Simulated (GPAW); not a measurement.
Se:

```
Se
1.0
     4.36620    0.00000    0.00000
    -2.18310    3.78124    0.00000
     0.00000    0.00000    4.95360
Se
3
Direct
  0.77460 0.77460 0.00000
  0.00000 0.22540 0.66667
  0.22540 0.00000 0.33333
```

| Property | Result |
| --- | --- |
| Program | GPAW 26.7.0 |
| Task | relaxation of cell and atoms |
| Functional | SCAN |
| Potentials or basis | GPAW PAW data sets (gpaw-data 1.2.1) |
| Cutoff | 600 eV |
| Basis | pw |
| k mesh | 5 × 5 × 4 |
| Occupations | fermi-dirac, width 0.05 eV |
| Spin | no spin polarisation |

At the start: pressure 0.9 GPa; volume 27.26 Å³/atom.

**Question.** How do energy, volume and symmetry change on relaxing?

**Answer.** Over 13 steps the energy falls by 2.8 meV/atom and the volume is 28.27 Å³/atom (+3.7 %); space group P3_121 (No. 152, to 0.05 Å).

The path:
| step | energy change (eV) | largest force (eV/Å) | pressure (GPa) | volume (Å³) |
| --- | --- | --- | --- | --- |
| 1 | 0.0000 | 0.0474 | 0.93 | 81.78 |
| 2 | -0.0013 | 0.0127 | 0.73 | 81.97 |
| 3 | -0.0037 | 0.0913 | 0.12 | 82.66 |
| 4 | -0.0042 | 0.0983 | 0.03 | 82.86 |
| 5 | -0.0060 | 0.0761 | -0.15 | 83.63 |
| 6 | -0.0065 | 0.0333 | -0.08 | 83.85 |
| 7 | -0.0066 | 0.0046 | 0.03 | 83.85 |
| 8 | -0.0066 | 0.0027 | 0.06 | 83.83 |
| 9 | -0.0067 | 0.0124 | 0.12 | 83.83 |
| 10 | -0.0069 | 0.0237 | 0.18 | 83.93 |
| 11 | -0.0073 | 0.0337 | 0.22 | 84.25 |
| 12 | -0.0082 | 0.0340 | 0.16 | 84.74 |
| 13 | -0.0083 | 0.0105 | 0.06 | 84.82 |

Final structure:
```xyz
3
Lattice="4.4274 0.0003 0.0000 -2.2134 3.8344 0.0000 0.0000 0.0000 4.9963" Properties=species:S:1:pos:R:3 pbc="T T T"
Se    1.7246    2.9871    0.0000
Se   -0.4888    0.8473    3.3311
Se    0.9782    0.0003    1.6652
```

Caveat: later steps reuse the first step's grids; the PAW data sets were made with another functional, which shifts forces and pressure a little.
